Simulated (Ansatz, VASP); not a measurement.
Two plane-wave programs on Ru

```xyz
1
Lattice="2.4209 0.0000 0.0000 0.0000 2.4209 0.0000 0.0000 0.0000 2.4209" Properties=species:S:1:pos:R:3 pbc="T T T"
Ru    0.0000    0.0000    0.0000
```

Alike in both runs: task relaxation of cell and atoms; functional r2SCAN; k mesh 8 × 8 × 8; occupations gaussian, width 0.1 eV; no spin polarisation.

```csv
,VASP,Ansatz
version,VASP 6.6.1,Ansatz 0.2.0
potentials or method,"VASP PAW PBE potentials, release 64 (Ru_pv)","scalar-relativistic, plane waves, PAW"
plane-wave cutoff (eV),600,500
valence electrons in the cell,14,16
```

|  | VASP | Ansatz | Ansatz less VASP |
| --- | --- | --- | --- |
| gap on the k mesh at the Fermi level, each at its own relaxed structure (eV) | none | none | - |
| relaxed volume (Å³/atom) | 15.53 | 15.44 | -0.099 |
| relaxed cell length with the largest relative difference (Å) | 2.495 | 2.490 | -0.0053 |
| energy change over the relaxation (meV/atom) | -103 | -91 | +12.1 |

A gap of «none» marks a metal or a gap that the smearing closes. The two sets of potentials don't hold the same shells in valence.

Caveats: the PAW data sets were made with another functional, which shifts forces and pressure a little (VASP).
